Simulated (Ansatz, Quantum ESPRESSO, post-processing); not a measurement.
# 1 layers of Nb in Pb(100), on the host's sites: ballistic transmission, part 3 of 3

Aim: the zero-bias transmission with pwcond for this junction: 1 layers of Nb in Pb(100), on the host's sites.

Quantum ESPRESSO 7.5; plane-wave DFT, PBE, GBRV ultrasoft pseudopotentials; cross-check by Ansatz 0.2.0 with PAW datasets.

So far. Step 3 (Transmission with pwcond.x): The run is unpolarised; a magnetic state was not tried, may lie lower and would change T. Step 3 (Transmission with pwcond.x): At no point does T exceed the number of channels.

## (4) The open system, with nz1 = 3

Level of this step: transmission by pwcond, lead and junction from one cell; plane-wave DFT, PBE, GBRV ultrasoft pseudopotentials (Quantum ESPRESSO).

A sensitivity test on the input.

File cond.w.in:

```
&inputcond
  outdir = './out'
  prefixt = 'scf'
  tran_file = 'cond.w.dat'
  bdl = 1.4142135624
  bds = 9.5990423863
  ikind = 1
  ewind = 4.0
  epsproj = 1e-05
  nz1 = 3
  energy0 = 0.4
  denergy = -0.4
/
15
  0.00000000 0.00000000 0.01562500
  0.00000000 0.12500000 0.06250000
  0.00000000 0.25000000 0.06250000
  0.00000000 0.37500000 0.06250000
  0.00000000 0.50000000 0.03125000
  0.12500000 0.12500000 0.06250000
  0.12500000 0.25000000 0.12500000
  0.12500000 0.37500000 0.12500000
  0.12500000 0.50000000 0.06250000
  0.25000000 0.25000000 0.06250000
  0.25000000 0.37500000 0.12500000
  0.25000000 0.50000000 0.06250000
  0.37500000 0.37500000 0.06250000
  0.37500000 0.50000000 0.06250000
  0.50000000 0.50000000 0.01562500
3
```

Command:

```console
> OMP_NUM_THREADS=1 mpirun -n 4 pwcond.x -in cond.w.in > cond.w.out
```

Numbers of over 12 decimals in the logs are rounded to 6 here.

The log of the run:

```text
[banner, memory and clock lines left out]
Program PWCOND v.7.5 starts
[citation notice left out]

[...]
./out/scf.save/

[...]
negative rho (up, down):  2.049E-01 0.000E+00
     Reading collected, re-writing distributed wavefunctions

===== INPUT FILE containing all the regions =====

     GEOMETRY:

     lattice parameter (alat)  =       6.7213  a.u.
     the volume                =    2914.6303 (a.u.)^3
     the cross section         =      45.1756 (a.u.)^2
     l of the unit cell        =       9.5990 (alat)
     number of atoms/cell      =           14
     number of atomic types    =            2

     crystal axes: (cart. coord. in units of alat)
               a(1) = (  1.0000  0.0000  0.0000 )
               a(2) = (  0.0000  1.0000  0.0000 )
               a(3) = (  0.0000  0.0000  9.5990 )

   Cartesian axes

     site n.     atom                  positions (alat units)
          1        Pb     tau(  1)=(  0.0000  0.0000  9.5990  )
          2        Pb     tau(  2)=(  0.5000  0.5000  0.7071  )
          3        Pb     tau(  3)=(  0.0000  0.0000  1.4142  )
          4        Pb     tau(  4)=(  0.5000  0.5000  2.1213  )
          5        Pb     tau(  5)=(  0.0000  0.0000  2.8284  )
          6        Pb     tau(  6)=(  0.5000  0.5000  3.5355  )
          7        Nb     tau(  7)=(  0.0000  0.0000  4.0924  )
          8        Pb     tau(  8)=(  0.5000  0.5000  4.6493  )
          9        Pb     tau(  9)=(  0.0000  0.0000  5.3564  )
         10        Pb     tau( 10)=(  0.5000  0.5000  6.0635  )
         11        Pb     tau( 11)=(  0.0000  0.0000  6.7706  )
         12        Pb     tau( 12)=(  0.5000  0.5000  7.4777  )
         13        Pb     tau( 13)=(  0.0000  0.0000  8.1848  )
         14        Pb     tau( 14)=(  0.5000  0.5000  8.8919  )

     nr1s                      =           27
     nr2s                      =           27
     nr3s                      =          270
     nr1sx                     =           27
     nr2sx                     =           27
     nr3sx                     =          270
     nr1                       =           32
     nr2                       =           32
     nr3                       =          300
     nr1x                      =           32
     nr2x                      =           32
     nr3x                      =          300

 _______________________________
  Radii of nonlocal spheres:

     type       ibeta     ang. mom.          radius (alat units)
       Pb         1         0                    0.3458
       Pb         2         0                    0.3458
       Pb         3         1                    0.3458
       Pb         4         1                    0.3458
       Pb         5         2                    0.3458
       Pb         6         2                    0.3458
       Nb         1         0                    0.3294
       Nb         2         0                    0.3294
       Nb         3         1                    0.3294
       Nb         4         1                    0.3294
       Nb         5         2                    0.3294
       Nb         6         2                    0.3294
----- General information -----

--- T calc. with identical leads (ikind=1) ---

     nrx                       =           27
     nry                       =           27
     nz1                       =            3

     energy0               =         4.0E-01
     denergy               =        -4.0E-01
     nenergy               =          3
     ecut2d                =         4.0E+01
     ewind                 =         4.0E+00
     epsproj               =         1.0E-05

     number of k_|| points=   15
                       cryst. coord.
        k(    1) = (   0.0000000   0.0000000), wk =   0.0156250
        k(    2) = (   0.0000000   0.1250000), wk =   0.0625000
[...]
k(   15) = (   0.5000000   0.5000000), wk =   0.0156250
----- Information about left/right lead -----

     nocros                   =           18
     noins                    =           18
     norb                     =           54
     norbf                    =          234
     nrz                      =           40

      iorb      type   ibeta   ang. mom.   m       position (alat)
        1        1       1        0        1   taunew(   1)=(  0.0000  0.0000  0.0000)
        2        1       2        0        1   taunew(   2)=(  0.0000  0.0000  0.0000)
[...]
54        1       6        2        5   taunew(  54)=(  0.0000  0.0000  1.4142)
    k slab    z(k)  z(k+1)     crossing(iorb=1,norb)
    1   0.0000 0.0354 0.0354   111111111111111111000000000000000000000000000000000000
    2   0.0354 0.0707 0.0354   111111111111111111000000000000000000000000000000000000
[...]
40   1.3789 1.4142 0.0354   000000000000000000000000000000000000111111111111111111
----- Information about scattering region -----

     noins                    =          198
     norb                     =          234
     norbf                    =          234
     nrz                      =          230

      iorb      type   ibeta   ang. mom.   m       position (alat)
        1        1       1        0        1   taunew(   1)=(  0.0000  0.0000 -0.0000)
        2        1       2        0        1   taunew(   2)=(  0.0000  0.0000 -0.0000)
[...]
234        1       6        2        5   taunew( 234)=(  0.0000  0.0000  8.1848)
 ngper, shell number =          145          23
 ngper, n2d =          145         101
---  E-Ef =    0.4000000  k =    0.0000000   0.0000000
---  ie =          1  ik =          1
 Nchannels of the left tip =            1
 Right moving states:
   k1(2pi/a)   k2(2pi/a)   E-Ef (eV)
   0.3765027  -0.0000058   0.4000000
 Left moving states:
   k1(2pi/a)   k2(2pi/a)   E-Ef (eV)
  -0.3765027  -0.0000058   0.4000000

 to transmit
 Band j to band i transmissions and reflections:
    j         i     |T_ij|^2    |R_ij|^2

    1 -->     1     0.00151     0.99849
   Total T_j, R_j =    0.00151  0.99849

E-Ef(ev), T(x2 spins) =    0.4000000   0.0030161
---  E-Ef =    0.0000000  k =    0.0000000   0.0000000
---  ie =          2  ik =          1
 Nchannels of the left tip =            1
 Right moving states:
   k1(2pi/a)   k2(2pi/a)   E-Ef (eV)
   0.3453673  -0.0000058   0.0000000
 Left moving states:
   k1(2pi/a)   k2(2pi/a)   E-Ef (eV)
  -0.3453673  -0.0000058   0.0000000

 to transmit
 Band j to band i transmissions and reflections:
    j         i     |T_ij|^2    |R_ij|^2

    1 -->     1     0.40880     0.59120
   Total T_j, R_j =    0.40880  0.59120

E-Ef(ev), T(x2 spins) =    0.0000000   0.8176022
---  E-Ef =   -0.4000000  k =    0.0000000   0.0000000
---  ie =          3  ik =          1
 Nchannels of the left tip =            1
 Right moving states:
   k1(2pi/a)   k2(2pi/a)   E-Ef (eV)
   0.3138565  -0.0000057  -0.4000000
 Left moving states:
   k1(2pi/a)   k2(2pi/a)   E-Ef (eV)
  -0.3138565  -0.0000057  -0.4000000

 to transmit
 Band j to band i transmissions and reflections:
    j         i     |T_ij|^2    |R_ij|^2

    1 -->     1     0.73118     0.26882
   Total T_j, R_j =    0.73118  0.26882

E-Ef(ev), T(x2 spins) =   -0.4000000   1.4623588
 ngper, shell number =          143          71
 ngper, n2d =          143          99
[... further energies and points left out ...]
---  E-Ef =    0.4000000  k =    0.5000000   0.5000000
---  ie =          1  ik =         15
 Nchannels of the left tip =            4
 Right moving states:
   k1(2pi/a)   k2(2pi/a)   E-Ef (eV)
  -0.2760426  -0.0000236   0.4000000
  -0.2760426  -0.0000236   0.4000000
  -0.3913569  -0.0000125   0.4000000
  -0.4026345   0.0000020   0.4000000
 Left moving states:
   k1(2pi/a)   k2(2pi/a)   E-Ef (eV)
   0.2760425  -0.0000236   0.4000000
   0.2760425  -0.0000236   0.4000000
   0.3913569  -0.0000125   0.4000000
   0.4026345   0.0000020   0.4000000

 to transmit
 Band j to band i transmissions and reflections:
    j         i     |T_ij|^2    |R_ij|^2

    1 -->     1     0.22276     0.53074
    1 -->     2     0.00000     0.24650
    1 -->     3     0.00000     0.00000
    1 -->     4     0.00000     0.00000
   Total T_j, R_j =    0.22276  0.77724

    2 -->     1     0.00000     0.24650
    2 -->     2     0.22276     0.53074
    2 -->     3     0.00000     0.00000
    2 -->     4     0.00000     0.00000
   Total T_j, R_j =    0.22276  0.77724

    3 -->     1     0.00000     0.00000
    3 -->     2     0.00000     0.00000
    3 -->     3     0.38826     0.61174
    3 -->     4     0.00000     0.00000
   Total T_j, R_j =    0.38826  0.61174

    4 -->     1     0.00000     0.00000
    4 -->     2     0.00000     0.00000
    4 -->     3     0.00000     0.00000
    4 -->     4     0.03179     0.96821
   Total T_j, R_j =    0.03179  0.96821

E-Ef(ev), T(x2 spins) =    0.4000000   1.7311404
---  E-Ef =    0.0000000  k =    0.5000000   0.5000000
---  ie =          2  ik =         15
 Nchannels of the left tip =            2
 Right moving states:
   k1(2pi/a)   k2(2pi/a)   E-Ef (eV)
  -0.3256959  -0.0000240   0.0000000
  -0.3256959  -0.0000240   0.0000000
 Left moving states:
   k1(2pi/a)   k2(2pi/a)   E-Ef (eV)
   0.3256959  -0.0000240   0.0000000
   0.3256959  -0.0000240   0.0000000

 to transmit
 Band j to band i transmissions and reflections:
    j         i     |T_ij|^2    |R_ij|^2

    1 -->     1     0.26626     0.43035
    1 -->     2     0.00000     0.30338
   Total T_j, R_j =    0.26626  0.73374

    2 -->     1     0.00000     0.30338
    2 -->     2     0.26626     0.43035
   Total T_j, R_j =    0.26626  0.73374

E-Ef(ev), T(x2 spins) =    0.0000000   1.0650509
---  E-Ef =   -0.4000000  k =    0.5000000   0.5000000
---  ie =          3  ik =         15
 Nchannels of the left tip =            2
 Right moving states:
   k1(2pi/a)   k2(2pi/a)   E-Ef (eV)
  -0.3763030  -0.0000243  -0.4000000
  -0.3763030  -0.0000243  -0.4000000
 Left moving states:
   k1(2pi/a)   k2(2pi/a)   E-Ef (eV)
   0.3763030  -0.0000243  -0.4000000
   0.3763030  -0.0000243  -0.4000000

 to transmit
 Band j to band i transmissions and reflections:
    j         i     |T_ij|^2    |R_ij|^2

    1 -->     1     0.32227     0.32914
    1 -->     2     0.00000     0.34859
   Total T_j, R_j =    0.32227  0.67773

    2 -->     1     0.00000     0.34859
    2 -->     2     0.32227     0.32914
   Total T_j, R_j =    0.32227  0.67773

E-Ef(ev), T(x2 spins) =   -0.4000000   1.2890671
   T_tot     0.40000      0.99167E+00
   T_tot     0.00000      0.11043E+01
   T_tot    -0.40000      0.11097E+01

[...]
```

Wall time 85 s (4 MPI ranks of Arm Neoverse V2, shared host); peak memory 0.31 GiB; 5.7 min of CPU time.

The changed values were drawn from a wide range, not chosen for quality; the comparison shows what they did here together.

Beside the run it was changed from:

```tsv
quantity	this run	unchanged run	difference
transmission at the Fermi level, one spin	0.5521	0.5504	0.0017
lead channels at the Fermi level, one spin	1.547	1.547	0
wall time (s)	85	96
```

Over all energies T moves by up to 0.0017, at 0 eV.

The physical values in this table move by up to 0.31 %.

## (5) The same in Ansatz

A second code with its own PAW datasets, on the same atoms.

Level of this step: plane-wave DFT, PBE, Ansatz PAW (Ansatz 0.2.0).

File input.yaml:

```yaml
crystal:
  lattice:
    - [3.5567471094, 0.0, 0.0]
    - [0.0, 3.5567471094, 0.0]
    - [0.0, 0.0, 34.1413662557]
  atoms:
    - { symbol: Pb, position: [0.0, 0.0, 0.0] }
    - { symbol: Pb, position: [0.5, 0.5, 0.0736643045] }
    - { symbol: Pb, position: [0.0, 0.0, 0.147328609] }
    - { symbol: Pb, position: [0.5, 0.5, 0.2209929135] }
    - { symbol: Pb, position: [0.0, 0.0, 0.294657218] }
    - { symbol: Pb, position: [0.5, 0.5, 0.3683215225] }
    - { symbol: Nb, position: [0.0, 0.0, 0.4263356955] }
    - { symbol: Pb, position: [0.5, 0.5, 0.4843498685] }
    - { symbol: Pb, position: [0.0, 0.0, 0.558014173] }
    - { symbol: Pb, position: [0.5, 0.5, 0.6316784775] }
    - { symbol: Pb, position: [0.0, 0.0, 0.705342782] }
    - { symbol: Pb, position: [0.5, 0.5, 0.7790070865] }
    - { symbol: Pb, position: [0.0, 0.0, 0.852671391] }
    - { symbol: Pb, position: [0.5, 0.5, 0.9263356955] }
kpoints:
  mp_grid: { grid: [7, 7, 1] }
hamiltonian:
  xc: pbe
scf:
  occupations: { method: fermi_dirac, width: 0.1 }
  convergence: { dr2_threshold: 1.0e-08 }
output:
  transmission: { leads: [[0, 2]], e_range: [-0.4, 0.4], de: 0.4, kmesh: [8, 8] }
  write_potential: true
  write_density: true
  volumetric_format: npy
```

Command:

```console
> ansatz run input.yaml --threads 4 --pin off --max-ram 8192MiB --backend cpu --events-out ev --progress --plain --runs-dir out
```

The log of the run:

```text
Engine: ansatz 0.2.0, aarch64-unknown-linux-gnu
Pseudopotentials: kind: paw
Pseudopotential: Pb, paw, valence charge 14, recommended cutoff 420 eV (normal), Pb.paw.azcp
Pseudopotential: Nb, paw, valence charge 13, recommended cutoff 420 eV (normal), Nb.paw.azcp
Functional definition: PBE
  parameter kappa = 0.804
  parameter beta = 0.066725
  exchange = pbe_x(kappa = kappa, mu = beta*pi^2/3)
  correlation = pbe_c(beta = beta)
Crystal: 14 atoms, lattice volume = 431.904 Å³
Basis set: ecut = 420 eV, 8423 PW (Γ)
Bands: 117, of which v1, the nominal top of the filled ones, is band 98 counted from 1 (97 counted from 0)
Symmetry: 16 space group operations
Space group: P4/mmm (ITA 123), of the structure as read, at distance tolerance 7.6e-5 Å
k-points: 10 of 49
Non-local potential: Pb, projectors of the file, l = 0: 2, l = 1: 2, l = 2: 2, l = 3: 2
Non-local potential: Nb, projectors of the file, l = 0: 3, l = 1: 2, l = 2: 2, l = 3: 1
PAW form: soft (Blöchl's): semilocal exchange-correlation on the pseudo side does not see the compensation charge
PAW one-centre angular grid: Pb, 590 points (default); XC on 64 Gauss nodes
PAW one-centre angular grid: Nb, 590 points (default); XC on 64 Gauss nodes
Initial density: superposition of atomic densities (neutral atoms: chi_scale 0, normalization atom), corrected by the library's trained network
Initial wavefunctions: pseudopotential atomic-orbital guess
Functional: x = pbe(κ = 0.804, μ = 0.219515), c = pbe(β = 0.066725)
SCF iter   1: F=—  HF=-159334.081476 eV  |F-HF|=—  |Δ(HF+E_count)|=         —  Δρ=2.20e-3  dr2=1.99e0  ethr=1.77e-3  ⟨swp⟩=7.6  Hψ=4630  notcnv=0  defer=3
preconditioner: auto → Kerker (q_TF=auto, 2.390 Å⁻¹)  [metal: Δε(μ)=0.018 eV  Ē_g=15.341 eV  σ=0.100 eV  W_gap=0.05  n_scr=92 (ndim 8)  ℏωp=24.4 eV  f_vac=0.000  D(μ)=11.20/eV (n_scr^D=74)]
SCF iter   2: F=—  HF=-159334.079152 eV  |F-HF|=—  |Δ(HF+E_count)|=   2.32e-3  Δρ=1.26e-3  dr2=8.06e-1  ethr=1.02e-3  ⟨swp⟩=1.1  Hψ=1351  notcnv=0  defer=5
SCF iter   3: F=—  HF=-159334.071803 eV  |F-HF|=—  |Δ(HF+E_count)|=   7.35e-3  Δρ=2.83e-4  dr2=1.73e-2  ethr=4.13e-4  ⟨swp⟩=1.0  Hψ=1136  notcnv=0  defer=5
SCF iter   4: F=—  HF=-159334.071570 eV  |F-HF|=—  |Δ(HF+E_count)|=   2.33e-4  Δρ=1.02e-4  dr2=6.45e-4  ethr=8.86e-6  ⟨swp⟩=1.0  Hψ=1136  notcnv=0  defer=5
SCF iter   5: F=—  HF=-159334.071572 eV  |F-HF|=—  |Δ(HF+E_count)|=   2.09e-6  Δρ=3.21e-5  dr2=1.90e-5  ethr=3.31e-7  ⟨swp⟩=1.8  Hψ=1216  notcnv=0  defer=5
SCF iter   6: F=—  HF=-159334.071579 eV  |F-HF|=—  |Δ(HF+E_count)|=   7.44e-6  Δρ=1.01e-5  dr2=1.66e-6  ethr=9.76e-9  ⟨swp⟩=2.0  Hψ=1335  notcnv=0  defer=5
SCF iter   7: F=—  HF=-159334.071724 eV  |F-HF|=—  |Δ(HF+E_count)|=   1.44e-4  Δρ=3.14e-6  dr2=2.00e-7  ethr=8.52e-10  ⟨swp⟩=2.3  Hψ=1721  notcnv=0  defer=5
SCF iter   8: F=-159334.071724 eV  HF=-159334.071724 eV  |F-HF|=2.79e-9  |Δ(HF+E_count)|=   6.58e-9  Δρ=8.91e-7  dr2=6.86e-9  ethr=5.13e-12  ⟨swp⟩=7.5  Hψ=4572  notcnv=0
SCF 1 converged in 8 iterations: F = -159334.071724 eV  dr2 = 6.86e-9
  greatest PAW one-centre occupation: 0.998 electrons in one spin orbital (limit 2), on the Nb atom at site 6 (counted from 0), in its partial waves of l = 0
transmission: 66 of 660 steps passed
transmission: 134 of 660 steps passed
[...]
transmission: 660 of 660 steps passed
SCF converged after 8 iterations
Free energy (F): -159334.071724 eV
Harris-Foulkes:  -159334.071724 eV  (|F-HF|=2.79e-9)
Internal energy: -159333.716743 eV  (E = F + TS)
E sigma→0 (E₀):  -159333.894233 eV
Entropy (-TS):   -0.354981 eV (-25.356 meV/atom)
Fermi energy:    10.614236 eV
--- Per-component energies (eV) ---
  E_band       = -704.435158
  E_kinetic    = 4139.542736
  E_local      = -15163.143184  (includes V_loc(G=0)·N_el)
  E_nonlocal   = 4665.958748
  E_hartree    = 6021.458632
  E_xc         = -3038.984356
  E_vxc        = -1926.707864  (∫ρ·V_xc dr)
  E_paw        = -138348.248541  (= ΣΔE_a)
  E_vpaw       = -4462.999179  (= ΣTr[D̂ρ^β])
  E_aug_tail   = 0.000646  (compensation charges beyond the density's cutoff)
  E_ewald      = -17610.301425
  E_smearing   = -0.354981  (= −TS)
  E_closure    = -0.000000  (closes the sum)
  Σ components = -159334.071724   (vs F -159334.071724, Δ=0.00e0)
--- Band table (eV; the first three rows and the last of 10) ---
  k-point 0: bands = [... 94 lower, 12.5963, 12.5963, 12.7573, 12.7573, 12.8089, 12.8891, 12.8891, 13.3333, ... 15 higher]
  k-point 1: bands = [... 94 lower, 11.2259, 11.3588, 11.6426, 11.7710, 12.2827, 12.4636, 12.6029, 12.8932, ... 15 higher]
  k-point 2: bands = [... 94 lower, 10.1448, 10.4228, 10.9064, 11.0544, 11.1725, 11.2889, 11.3006, 11.8726, ... 15 higher]
  k-point 9: bands = [... 94 lower, 8.8761, 9.0571, 9.1931, 9.2800, 9.5187, 9.5281, 9.7296, 10.2879, ... 15 higher]
--- Transmission ---
  basis      : 109 plane waves across, 44 finite elements along
  points     : 15, standing for a mesh of 8 x 8
  energies   : 3 from -0.400000 to 0.400000 eV about the Fermi level, 0.400000 eV apart; the leads are filled to 0.000000 eV, and channels, transmission and decay are at 0.000000 eV
  crystal 0  : Pb2, at the sites [0, 2], period 5.0300 Å, over 32.69 Å; its Hamiltonian steps by up to 20.4 meV
    offset         : up to 0.0000 Å between an atom of the period and one for which it stands
    channels       : 1.546875e0 a spin
    conductance    : none, the energies end too early or step too widely for 300 K: set another output.transmission.e_range or a lower de, or, where they end at an eighth of basis.ecutwfc, a higher one
    slowest decay  : 0.0695 /Å at (0.5000, 0.0000)
  junction   : crystal 0 to crystal 0, -1.96 to 27.16 Å
    transmission   : 5.329747e-1 a spin
    conductance    : none, the energies end too early or step too widely for 300 K: set another output.transmission.e_range or a lower de, or, where they end at an eighth of basis.ecutwfc, a higher one
```

It took 22 s on 4 threads; peak memory 1.4 GiB.

This step gave:

```
free energy                                  : -159334.0717 eV
energy at zero smearing                      : -159333.8942 eV
smearing term TS                             : 0.3550 eV
Fermi energy                                 : 10.61 eV
symmetry operations                          : 16
transmission at the Fermi level, one spin    : 0.5330
step of the lead's Hamiltonian over a period : 20.4 meV
```

Per spin; mean over the k mesh across the current. Transmission, zone mean against energy, zero at the Fermi level:

```tsv
energy (eV)	transmission, zone mean
-0.400	0.594
0.000	0.533
0.400	0.504
```

Per spin; mean over the k mesh across the current. Table of open channels, zone mean by energy, zero at the Fermi level:

```tsv
energy (eV)	open channels, zone mean
-0.400	1.67
0.000	1.55
0.400	1.52
```

Ansatz finds T = 0.533 against pwcond's 0.550.

## (6) All levels side by side

All levels:

```tsv
step	T at the Fermi level (per spin)	conductance (G0)	r.m.s. T(E) from the first	CPU time of the step (s)	peak memory (GiB)
Ansatz	0.533	-	0	79.73	1.393
pwcond	0.5504	0.5504	0.0248	385	0.32
pwcond, changed setting	0.5521	0.5521	0.02569	339.6	0.31
```

Per spin; mean over the k mesh across the current. The transmission, zone mean by energy, zero at the Fermi level:

```tsv
energy (eV)	Ansatz	pwcond	pwcond, changed setting
-0.400	0.594	0.556	0.555
0.000	0.533	0.550	0.552
0.400	0.504	0.496	0.496
```

## (7) The arithmetic

The Landauer sum over the mesh, Σ w T = 0.1250 × 1.06 + 0.1250 × 1.04 + 0.0625 × 1.14 + … = 0.5504.

G = 0.55 × 77.48 µS = 42.6 µS a cell. Times the area of 12.650 Å², the resistance-area product is A/G = 2.97 fΩ m², the leads' contact resistance included.

Free electrons at 4 an atom (2 atoms in 63.6 Å³) have k_F = 1.550 1/Å and offer A k_F²/4π = 2.42 channels per spin; the lead has 1.55 on this mesh.

## (8) What came out

| Quantity | Value |
| --- | --- |
| conductance from T at the Fermi level, a cell (G₀ = 2e²/h) | 0.550 G₀ |
| conductance per area | 337 S/μm² |
| lead channels per spin | 1.55 |
| the same conductance by Ansatz | 0.533 G₀ |

The junction conducts 0.550 G₀ a cell at the Fermi level (PBE, GBRV ultrasoft). At the Fermi level the junction passes 36 % of what the leads offer. At the Fermi level pwcond and Ansatz differ by 3.3 %, a close match. The mean rests on 15 distinct points, the heaviest weighing 0.12, and the mesh was not tested, so even the second digit is unsure. Over -0.4 to 0.4 eV, T lies between 0.50 and 0.56 per spin. The geometry is as built, not relaxed, and the leads are short. Spin-orbit coupling is left out; depending on the atoms that carry the levels of interest, it can split and shift them by tenths of an eV to an eV or more.

[Logs are printed without paths, hosts, clocks, repeated set-up lines and the standing remarks that a program may print on its own settings, such as how far it seeks lower states.]

[Hosts, paths, dates, database ids (printed as entryN), source tags and the programs' standing remarks are cut or masked in the printed files.]

[Maps of the electrostatic potential energy from Ansatz leave out the sawtooth potential of an applied field or a dipole correction, so their vacuum need not be flat; planar profiles and work functions include it.]
